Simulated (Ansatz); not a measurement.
## Two Ansatz runs on BP

The structure comes from a relaxation in the same program, started in the rocksalt type, and has space group Fm-3m. Whether it is a known phase or the ground state wasn't checked.

First run: DFT, PBE, PAW with Ansatz's default frozen-core files, scalar-relativistic (Ansatz 0.2.0).

Command: `ansatz run input.yaml --threads 1 --pin off --max-ram 2048MiB --backend cpu --events-out ev --progress --plain --runs-dir out` The run took 11 s on 1 thread of Intel(R) Xeon(R) 6975P-C (Granite Rapids), on a shared host, peak memory 0.4 GiB.

```yaml
crystal:
  lattice:
    - [0.0, 2.1597997182, 2.1597997182]
    - [2.1597997182, 0.0, 2.1597997182]
    - [2.1597997182, 2.1597997182, 0.0]
  atoms:
    - { symbol: B, position: [0.0, 0.0, 0.0] }
    - { symbol: P, position: [0.5, 0.5, 0.5] }
kpoints:
  mp_grid: { grid: [16, 16, 16] }
  band_path:
    path:
      - [0.0, 0.0, 0.0]
      - [0.5, 0.0, 0.5]
      - [0.625, 0.25, 0.625]
      - [0.375, 0.375, 0.75]
      - [0.0, 0.0, 0.0]
      - [0.5, 0.5, 0.5]
      - [0.5, 0.25, 0.75]
      - [0.5, 0.0, 0.5]
    npoints: 14
scf:
  occupations: { method: fermi_dirac, width: 0.05 }
hamiltonian:
  xc: pbe
  pseudopotentials: { kind: paw }
output:
  forces: true
  stress: true
  eigenvalues: true
  efg: { contact_densities: true }
  populations: true
  bader: true
  dos: { projected: true, de: 0.2, e_range: [-14, 8] }
  write_density: true
  write_potential: true
  elf: true
  volumetric_format: npy
```

Result: converged; pressure 0.00 GPa; no gap on the k mesh; 6 SCF iterations.

The input is then changed:

```diff
@@ -21,7 +21,7 @@
     npoints: 14
 scf:
-  occupations: { method: fermi_dirac, width: 0.05 }
+  occupations: { method: cold, width: 0.05 }
 hamiltonian:
-  xc: pbe
+  xc: pbesol
   pseudopotentials: { kind: paw }
 output:
@@ -31,9 +31,3 @@
   efg: { contact_densities: true }
   populations: true
-  bader: true
-  dos: { projected: true, de: 0.2, e_range: [-14, 8] }
-  write_density: true
-  write_potential: true
-  elf: true
-  volumetric_format: npy
```

Task: Predict the outcome of the changed run.

Result: It converged; pressure -3.72 GPa; no gap on the k mesh; 6 SCF iterations.
